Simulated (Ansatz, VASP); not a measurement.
One calculation of Hg, two programs

```
Hg
1.0
    -1.96621    1.96621    1.75720
     1.96621   -1.96621    1.75720
     1.96621    1.96621   -1.75720
Hg
1
Cartesian
  0.0000 0.0000 0.0000
```

Change from the starting cell: strain -0.050 along x and y, -0.025 along z, atoms carried along.

Alike in both runs: task single point; functional PBE; dispersion D3(BJ); k mesh 18 × 18 × 18; occupations gaussian, width 0.15 eV; no spin polarisation.

|  | VASP | Ansatz |
| --- | --- | --- |
| version | VASP 6.6.1 | Ansatz 0.2.0 |
| potentials or method | VASP PAW PBE potentials, release 64 (Hg) | scalar-relativistic, plane waves, PAW |
| plane-wave cutoff (eV) | 520 | 420 |
| valence electrons in the cell | 12 | 20 |

|  | VASP | Ansatz | Ansatz less VASP |
| --- | --- | --- | --- |
| gap on the k mesh at the Fermi level (eV) | none | none | - |
| pressure (GPa) | -1.0 | -1.2 | -0.18 |
| largest component of the traceless stress (GPa) | 0.26 | 0.26 | -0.004 |

A gap of «none» marks a metal or a gap that the smearing closes. The two sets of potentials don't hold the same shells in valence.

Caveats: pairwise dispersion overbinds metals, which lowers pressure and volume. The runs have no spin-orbit coupling, so splittings on Hg are missing.
